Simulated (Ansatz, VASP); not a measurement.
**One calculation of Pb, two programs**

File INCAR:

```
SYSTEM = Pb
PREC = Accurate
ENCUT = 600
EDIFF = 1E-6
ISMEAR = -1
SIGMA = 0.05
LREAL = .FALSE.
LASPH = .TRUE.
NELM = 100
ALGO = Normal
ISIF = 3
LWAVE = .FALSE.
LCHARG = .FALSE.
GGA = PE
IBRION = 2
NSW = 60
EDIFFG = -0.005
```

The input KPOINTS:

```
Automatic mesh
0
G
  13 13 13
  0 0 0
```

The input POSCAR:

```
Pb
1.0
    3.2543805230      0.0000000000      0.0000000000
    0.0000000000      3.2543805230      0.0000000000
    0.0000000000      0.0000000000      3.2543805230
Pb
1
Direct
    0.0000000000      0.0000000000      0.0000000000
```

Input for Ansatz:

```yaml
crystal:
  lattice:
    - [3.254380523, 0.0, 0.0]
    - [0.0, 3.254380523, 0.0]
    - [0.0, 0.0, 3.254380523]
  atoms:
    - { symbol: Pb, position: [0.0, 0.0, 0.0] }
kpoints:
  mp_grid: { grid: [13, 13, 13] }
scf:
  occupations: { method: fermi_dirac, width: 0.05 }
hamiltonian:
  xc: pbe
  pseudopotentials: { kind: paw }
output:
  forces: true
  stress: true
  write_density: true
  write_potential: true
  elf: true
  volumetric_format: npy
relax:
  f_tol: 0.005
  max_steps: 40
  cell: {}
```

Alike in both runs: task relaxation of cell and atoms; functional PBE; k mesh 13 × 13 × 13; occupations fermi-dirac, width 0.05 eV; no spin polarisation.

|  | VASP | Ansatz |
| --- | --- | --- |
| version | VASP 6.6.1 | Ansatz 0.2.0 |
| potentials or method | VASP PAW PBE potentials, release 64 (Pb_d) | PAW with Ansatz's default frozen-core files, scalar-relativistic |
| plane-wave cutoff (eV) | 600 | 420 |
| valence electrons in the cell | 14 | 14 |

|  | VASP | Ansatz | Ansatz less VASP |
| --- | --- | --- | --- |
| relaxed volume (Å³/atom) | 34.38 | 34.38 | +0.007 |
| relaxed cell length with the largest relative difference (Å) | 3.252 | 3.252 | +0.0002 |

The runs have no spin-orbit coupling, so splittings on Pb are missing.
